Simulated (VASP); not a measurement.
# H: molecular dynamics at constant energy

H, P2_12_12_1 (no. 19), 16 atoms in the cell. PBE, molecular dynamics; PAW potentials H (PBE set).

Ensemble: NVE; Starting temperature (K): 600.

## Input

INCAR:
```
SYSTEM = H
GGA = PE
PREC = Normal
ENCUT = 250
EDIFF = 1E-6
NELMIN = 4
NELM = 60
ALGO = Fast
LREAL = Auto
LASPH = .True.
ISMEAR = -1
SIGMA = 0.05
ISYM = 0
LWAVE = .False.
LCHARG = .False.
IBRION = 0
NSW = 60
POTIM = 0.5
TEBEG = 600
ISIF = 2
RANDOM_SEED = 951592 0 0
MDALGO = 2
SMASS = -3
KPAR = 2
```

KPOINTS:
```
k-points
0
Monkhorst-Pack
  1 2 2
```

POSCAR:
```
H
1.0
   14.3544486800      0.0000000000      0.0000000000
    0.0000000000      7.1869279200      0.0000000000
    0.0000000000      0.0000000000      7.2081540300
H
16
Direct
    0.4277388250      0.8507410400      0.2802707100
    0.9277388250      0.8507410400      0.2802707100
    0.1777388250      0.6492589600      0.7197292900
    0.6777388250      0.6492589600      0.7197292900
    0.0722611750      0.3507410400      0.2197292900
    0.5722611750      0.3507410400      0.2197292900
    0.3222611750      0.1492589600      0.7802707100
    0.8222611750      0.1492589600      0.7802707100
    0.0672336950      0.2782637100      0.1472593300
    0.5672336950      0.2782637100      0.1472593300
    0.3172336950      0.2217362900      0.8527406700
    0.8172336950      0.2217362900      0.8527406700
    0.4327663050      0.7782637100      0.3527406700
    0.9327663050      0.7782637100      0.3527406700
    0.1827663050      0.7217362900      0.6472593300
    0.6827663050      0.7217362900      0.6472593300
```

Commands:
```
cat potpaw_PBE.64/H/POTCAR > POTCAR
mpirun -np 2 vasp_std > vasp.out
```

## Result

- Spread of the conserved energy (meV/atom): 0.95
- Rise of the mean potential energy above the start (meV/atom): 12.4
- Mean temperature (K): 505
- Electronic steps per ionic step after the first: 5.0

Course of the run:

| Time (fs) | Temperature (K) | Potential energy less the first (meV/atom) | Conserved energy less the first (meV/atom) |
|---|---|---|---|
| 0 | 603 | 0.0 | 0.00 |
| 3 | 442 | 20.2 | 0.69 |
| 5 | 550 | 6.7 | 0.25 |
| 8 | 512 | 11.5 | 0.50 |
| 10 | 499 | 13.2 | 0.64 |
| 12 | 526 | 9.8 | 0.41 |
| 14 | 460 | 17.9 | 0.64 |
| 16 | 597 | 0.8 | 0.07 |
| 18 | 438 | 20.7 | 0.76 |
| 21 | 536 | 8.4 | 0.28 |
| 23 | 480 | 15.6 | 0.74 |
| 26 | 472 | 16.7 | 0.79 |
| 28 | 512 | 11.5 | 0.46 |
| 30 | 447 | 19.6 | 0.79 |

REPORT:
```
MDALGO =   2
               SCALING =       0
                 CNEXP =     9.000   14.000
           RANDOM_SEED =            951592                0                0

   original number of atomic DOF:         45
   number of independent constraints:      0
   number of active DOF:                  45

========================================
         MD step No.       1
========================================

  Atomic velocities initialized by STEP_tb

  >Energies
                    E_tot             E_pot             E_kin               EPS                ES
   e_b>   -0.52417607E+02   -0.53586737E+02    0.11691301E+01    0.00000000E+00    0.00000000E+00

  >Temperature
               T_sim     T_inst
   tmprt>    600.000    602.983

  >Thermostat:
           s(n+1) sdot(n+1)      s(n)   sdot(n)        Qs
   s_b>   0.00000   0.00000   0.00000   0.00000  -3.00000

           RANDOM_SEED =            951592               96                0

[... steps left out ...]

========================================
         MD step No.      60
========================================

  >Energies
                    E_tot             E_pot             E_kin               EPS                ES
   e_b>   -0.52404988E+02   -0.53272607E+02    0.86761966E+00    0.00000000E+00    0.00000000E+00

  >Temperature
               T_sim     T_inst
   tmprt>    600.000    447.478

  >Thermostat:
           s(n+1) sdot(n+1)      s(n)   sdot(n)        Qs
   s_b>   0.00000   0.00000   0.00000   0.00000  -3.00000

           RANDOM_SEED =            951592               96                0
```

OSZICAR:
```
N       E                     dE             d eps       ncg     rms          rms(c)
DAV:   1     0.124845329725E+02    0.12485E+02   -0.30042E+03    68   0.323E+02
DAV:   2    -0.509930068945E+02   -0.63478E+02   -0.63094E+02    86   0.105E+02
DAV:   3    -0.587142051671E+02   -0.77212E+01   -0.77150E+01    96   0.386E+01
DAV:   4    -0.587995646411E+02   -0.85359E-01   -0.85358E-01    88   0.508E+00
DAV:   5    -0.588000544451E+02   -0.48980E-03   -0.48980E-03   104   0.388E-01    0.128E+01
RMM:   6    -0.553675702367E+02    0.34325E+01   -0.14121E+00    68   0.479E+00    0.719E+00
RMM:   7    -0.535288904252E+02    0.18387E+01   -0.43262E+00    68   0.879E+00    0.987E-01
RMM:   8    -0.536027774823E+02   -0.73887E-01   -0.18217E-01    68   0.226E+00    0.813E-01
RMM:   9    -0.535821921771E+02    0.20585E-01   -0.55302E-02    68   0.115E+00    0.109E-01
RMM:  10    -0.535857753225E+02   -0.35831E-02   -0.76583E-03    68   0.509E-01    0.302E-02
RMM:  11    -0.535867014647E+02   -0.92614E-03   -0.16768E-03    68   0.233E-01    0.370E-02
RMM:  12    -0.535867255741E+02   -0.24109E-04   -0.18154E-04    68   0.925E-02    0.186E-02
[... left out ...]
     59 T=   485. E= -.52409902E+02 F= -.53351160E+02 E0= -.53351160E+02  EK= 0.94126E+00 SP= 0.00E+00 SK= 0.00E+00
[... last step whole ...]
       N       E                     dE             d eps       ncg     rms          rms(c)
DAV:   1    -0.532725749356E+02    0.78584E-01   -0.16761E-02   104   0.918E-01    0.772E-02
RMM:   2    -0.532726167790E+02   -0.41843E-04   -0.13995E-03    68   0.225E-01    0.407E-02
RMM:   3    -0.532726054694E+02    0.11310E-04   -0.12329E-04    68   0.641E-02    0.123E-02
RMM:   4    -0.532726068005E+02   -0.13311E-05   -0.24002E-05    68   0.260E-02    0.337E-03
RMM:   5    -0.532726071797E+02   -0.37925E-06   -0.18030E-06    55   0.846E-03
     60 T=   447. E= -.52404988E+02 F= -.53272607E+02 E0= -.53272607E+02  EK= 0.86762E+00 SP= 0.00E+00 SK= 0.00E+00
```

Limits: 30 fs of 16 atoms are too short for converged averages.

VASP 6.6.1 took 291 s on 2 cores (AMD EPYC 7R43 (Zen 3)), a shared host.
